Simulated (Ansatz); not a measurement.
# Au: the cost of one run

Method: DFT PBE, scalar-relativistic, plane waves, PAW, in Ansatz 0.2.0.

3 further runs of the same task are left out: 2 that didn't finish, 1 set aside as unsound or not needed.

### Step 1. The structure to begin with

It takes space group Cmcm (No. 63, orthorhombic). The conventional cell has a = 2.865 Å, b = 5.141 Å, c = 4.892 Å, α = 90.00°, β = 90.00°, γ = 90.00°. Au (site symmetry m2m) has 12 Au at 2.87 to 2.97 Å as nearest neighbours.

Structure file:

```cif
data_structure
_symmetry_space_group_name_H-M 'P 1'
_symmetry_Int_Tables_number 1
_cell_length_a 2.9427
_cell_length_b 2.9427
_cell_length_c 4.8921
_cell_angle_alpha 90.000
_cell_angle_beta 90.000
_cell_angle_gamma 121.730
_cell_volume 36.03
loop_
_atom_site_label
_atom_site_type_symbol
_atom_site_fract_x
_atom_site_fract_y
_atom_site_fract_z
_atom_site_occupancy
Au1 Au 0.66395 0.33605 0.25000 1
Au2 Au 0.33605 0.66395 0.75000 1
```

It goes back to an entry of the Materials Project, which need not be the stable form.

This cell was relaxed beforehand with the same method: volume 18.02 Å³/atom, gap on the mesh none (metal).

### Step 2. The undisturbed cell

Input file input.yaml:

```yaml
crystal:
  lattice:
    - [1.4327106727, -2.5703810381, 0.0]
    - [1.4327106727, 2.5703810381, 0.0]
    - [0.0, 0.0, 4.8921328885]
  atoms:
    - { symbol: Au, position: [0.6639514438, 0.3360485562, 0.25] }
    - { symbol: Au, position: [0.3360485562, 0.6639514438, 0.75] }
basis:
  ecutwfc: 420
kpoints:
  mp_grid: { grid: [14, 14, 8] }
hamiltonian:
  xc: pbe
scf:
  occupations: { method: gaussian, width: 0.15 }
output:
  forces: true
  stress: true
  eigenvalues: true
  write_density: true
  write_potential: true
  elf: true
  volumetric_format: npy
```

On the command line:

```sh
$ ansatz run input.yaml --threads 1 --pin off --max-ram 2560MiB --backend cpu --events-out ev --progress --plain --runs-dir out
```

Q: Estimate wall time and peak memory on 1 thread of Arm Neoverse V2, shared host.

About 11 s, with a peak of 0.43 GiB.
